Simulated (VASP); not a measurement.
## Sn3Se: equation of state with PBEsol

The system is Sn3Se.

```xyz
4
Lattice="0.0000 3.7331 3.7331 3.7331 0.0000 3.7331 3.7331 3.7331 0.0000" Properties=species:S:1:pos:R:3 pbc="T T T"
Sn    3.7331    3.7331    3.7331
Sn    5.5997    5.5997    5.5997
Sn    1.8666    1.8666    1.8666
Se    0.0000    0.0000    0.0000
```

The cell comes from a database or a generator and needn't be the stable form of this composition.

```json
{
  "Program": "VASP 6.6.1",
  "Task": "equation of state",
  "Functional": "PBEsol",
  "Potentials or basis": "VASP PAW PBE potentials, release 64 (Sn_d, Se)",
  "Cutoff": "520 eV",
  "k mesh": "6 × 6 × 6",
  "Occupations": "fermi-dirac, width 0.05 eV",
  "Spin": "no spin polarisation",
  "Ladder": "free",
  "Further INCAR settings": "ALGO = Normal; EDIFF = 1e-07; NBANDS = 32"
}
```

```json
{
 "Equilibrium volume": "24.45 Å³/atom (rough: see the caveat)",
 "Bulk modulus": "59 GPa (rough)"
}
```

Energy against volume, from the lowest point:
```
volume (Å³/atom)  energy (meV/atom)
          24.452               0.00
          24.973               2.01
          25.493               7.62
          26.013              16.42
          26.533              28.00
          27.054              42.06
          27.574              58.29
```

All runs of the series together: 3.1 min on 1 thread of Intel(R) Xeon(R) Platinum 8559C (Emerald Rapids), on a shared host.

Caveat: the minimum lies outside the volumes run; the PAW data sets were made with another functional, which shifts forces and pressure a little.
